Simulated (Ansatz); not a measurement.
# PbO2 under changes of volume

One of the cells (13.151 Å³/atom); the others are scaled copies at fixed shape and fractional positions:

```xyz
3
Lattice="0.0000 2.7020 2.7020 2.7020 0.0000 2.7020 2.7020 2.7020 0.0000" Properties=species:S:1:pos:R:3 pbc="T T T"
Pb    0.0000    0.0000    0.0000
O     4.0530    4.0530    4.0530
O     1.3510    1.3510    1.3510
```

The cell comes from a database or a generator and needn't be the stable form of this composition.

```yaml
Program: Ansatz 0.2.0
Functional: PBEsol
Potentials_or_basis: all-electron LAPW, scalar-relativistic
Cutoff: 314 eV (chosen from the basis error)
Basis_error_allowed: 0.001 eV/atom
k_mesh: 9 × 9 × 9
Occupations: fermi-dirac, width 0.05 eV
Spin: no spin polarisation
```

```tsv
volume (Å³/atom)	energy over the lowest point (meV/atom)	pressure (GPa)
12.362	2.78	3.4
12.625	0.00	0.0
12.888	?	?
13.151	9.70	-5.7
13.414	21.02	-8.0
13.677	35.98	-10.1
13.940	54.13	-11.9
```

Question: What does the run at 12.888 Å³/atom give?

Answer: Energy over the lowest point 2.50 meV/atom; pressure -3.0 GPa.

Worked out: A Birch-Murnaghan fit of order 3 (a polynomial in V^(-2/3)) to the other rows has its minimum at 12.63 Å³/atom with B0 = V·E''(V) = 155 GPa and B' = 5.0. It gives 2.51 meV/atom at 12.888 Å³/atom, against the run's 2.50, and -dE/dV = -3.0 GPa, against -3.0.

Energies are extrapolated to zero smearing.
